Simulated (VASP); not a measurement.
# VASP 6.6.1 run: LiH

INCAR

```
LWAVE = .FALSE.
SIGMA = 0.01
LREAL = .FALSE.
LCHARG = .FALSE.
NELM = 57
NSW = 0
ALGO = Normal
LASPH = .TRUE.
ISMEAR = 0
IBRION = -1
NBANDS = 6
ISIF = 2
ENCUT = 520
METAGGA = R2SCAN
EDIFF = 1E-7
PREC = Accurate
```

KPOINTS

```
KPOINTS created by Atomic Simulation Environment
0
Gamma
10 10 10
0 0 0
```

POSCAR

```
Li H
 1.0000000000000000
     0.0000000000000000    2.0330397637000002    1.9934559256000000
     2.0330397637000002    0.0000000000000000    1.9934559256000000
     2.0330397637000002    2.0330397637000002    0.0000000000000000
 Li  H
   1   1
Cartesian
  0.0000000000000000  0.0000000000000000  0.0000000000000000
  2.0330397636999997  2.0330397636999997  1.9934559256000000
```

The recommended PBE PAW datasets give the neutral cell 4 valence electrons.

Command

```
mpirun -np 1 vasp_std
```

How does this run end, and what does it give?

It converged. Results: gap between bands v and c on the k mesh 3.41 eV; least direct gap on the k mesh 3.55 eV; pressure -1.2 GPa. Band v is the last that the valence electrons fill when counted band by band, and c is the next.

OSZICAR

```
N       E                     dE             d eps       ncg     rms          rms(c)
DAV:   1    -0.183379371507E+01   -0.18338E+01   -0.14861E+03  1236   0.631E+02
DAV:   2    -0.731533760080E+01   -0.54815E+01   -0.51365E+01  1764   0.724E+01
DAV:   3    -0.740243801837E+01   -0.87100E-01   -0.87100E-01  1446   0.907E+00
DAV:   4    -0.740351669871E+01   -0.10787E-02   -0.10787E-02  1692   0.855E-01
DAV:   5    -0.740352642907E+01   -0.97304E-05   -0.97304E-05  1476   0.573E-02    0.272E+00
DAV:   6    -0.687819012044E+01    0.52534E+00   -0.17779E-01  1878   0.397E+00    0.160E+00
DAV:   7    -0.681435990655E+01    0.63830E-01   -0.21117E-01  1254   0.297E+00    0.288E-01
DAV:   8    -0.681490995838E+01   -0.55005E-03   -0.80357E-03  1278   0.888E-01    0.119E-01
DAV:   9    -0.681539654198E+01   -0.48658E-03   -0.11983E-03  1590   0.353E-01    0.289E-02
DAV:  10    -0.681539555513E+01    0.98685E-06   -0.74737E-05  1302   0.877E-02    0.594E-03
DAV:  11    -0.681539679341E+01   -0.12383E-05   -0.29719E-06  1512   0.230E-02    0.154E-03
DAV:  12    -0.681539650412E+01    0.28929E-06   -0.29899E-07  1470   0.508E-03    0.710E-04
DAV:  13    -0.681539660093E+01   -0.96805E-07   -0.11872E-08   792   0.138E-03
   1 F= -.68153966E+01 E0= -.68153966E+01  d E =-.217852E-13
```

Standard output (part)

```
POSCAR found type information on POSCAR LiH
 POSCAR found :  2 types and       2 ions
 LDA part: xc-table for (None), standard interpolation
 POSCAR, INCAR and KPOINTS ok, starting setup
 WAVECAR not read
 entering main loop
```

For comparison, a separate r²SCAN run of the intended cell, on usual settings and not on those above, gives a gap of 3.41 eV on its mesh and a pressure of -1.2 GPa.
